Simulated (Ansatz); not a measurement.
Runs of Ansatz 0.2.0 on HfC. It takes space group Fm-3m (No. 225, cubic). Conventional cell: a = 4.650 Å, b = 4.650 Å, c = 4.650 Å, α = 90.00°, β = 90.00°, γ = 90.00°. Around Hf (site symmetry m-3m) lie 6 C at 2.33 Å. C (site symmetry m-3m) has 6 Hf at 2.33 Å as nearest neighbours. 

```tsv
level	U	cutoff (eV)	hubbard projectors	double counting	gap on the mesh (eV)	pressure (GPa)	relaxed volume (Å³/atom)
BLYP	-	420	-	-	none	0.0	(b)
LDA+U	Hf d U = 1 eV	420	ortho-atomic (the default)	fll (the default)	none	0.0	12.03
LDA+U	Hf d U = 5 eV	420	ortho-atomic (the default)	fll (the default)	none	0.0	12.40
LDA	-	420	-	-	none	0.0	11.95
r2SCAN	-	500	-	-	none	0.0	(a)
```

Alike in all rows: task relaxation of cell and atoms; potentials or basis Ansatz PAW; no spin polarisation; cell relaxed; k mesh 10 × 10 × 10; smearing fermi-dirac 0.05 eV.

**Question.** Fill in the values left out.

**Answer.** (a) 12.50; (b) 12.98.

Caveats: the plane-wave basis is chosen anew once the cell has moved, so the energies of steps on either side of that aren't comparable; the PAW data sets come from PBE, with cores solved anew for the run's functional, which leaves a small shift of forces and pressure; U without spin polarisation on a metal has little footing (some runs); the U is typed as a test and isn't derived for this compound (some runs).

A k mesh can miss the band edges, and the runs leave out spin-orbit coupling on Hf.

A gap of «none» marks a metal or a gap under the smearing width.

Runs at the PBE level aren't shown here.
